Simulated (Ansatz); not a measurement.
MgSe:

```
CELL_PARAMETERS angstrom
0.00000 2.72550 2.72550
2.72550 0.00000 2.72550
2.72550 2.72550 0.00000
ATOMIC_POSITIONS crystal
Se 0.50000 0.50000 0.50000
Mg 0.00000 0.00000 0.00000
```

Base run:

- Program: Ansatz 0.2.0
- Functional: r2SCAN
- Potentials or basis: Ansatz PAW
- Cutoff: 500 eV (not typed: the program's choice for these potentials)
- k mesh: 8 × 8 × 8
- Occupations: fermi-dirac, width 0.05 eV
- Spin: no spin polarisation

Its results: band gap on the k mesh 2.50 eV, indirect (least direct gap 3.52 eV); pressure 0.8 GPa.

Q: After a change of settings the same cell gave: band gap on the k mesh 1.88 eV, indirect (least direct gap 2.75 eV); pressure 4.5 GPa. Which change was it?
A. functional from r2SCAN to revPBE; cutoff from 500 eV (not typed: the program's choice for these potentials) to 420 eV (not typed: the program's choice for these potentials)
B. functional from r2SCAN to PBEsol; cutoff from 500 eV (not typed: the program's choice for these potentials) to 420 eV (not typed: the program's choice for these potentials)
C. functional from r2SCAN to BLYP; cutoff from 500 eV (not typed: the program's choice for these potentials) to 420 eV (not typed: the program's choice for these potentials)

A: C.

r2SCAN gives the wider gap, since meta-GGAs in the generalised Kohn-Sham scheme recover part of the derivative discontinuity.

Caveats: the PAW data sets come from PBE, with cores solved anew for the run's functional, which leaves a small shift of forces and pressure.

Runs at the PBE level aren't shown here.
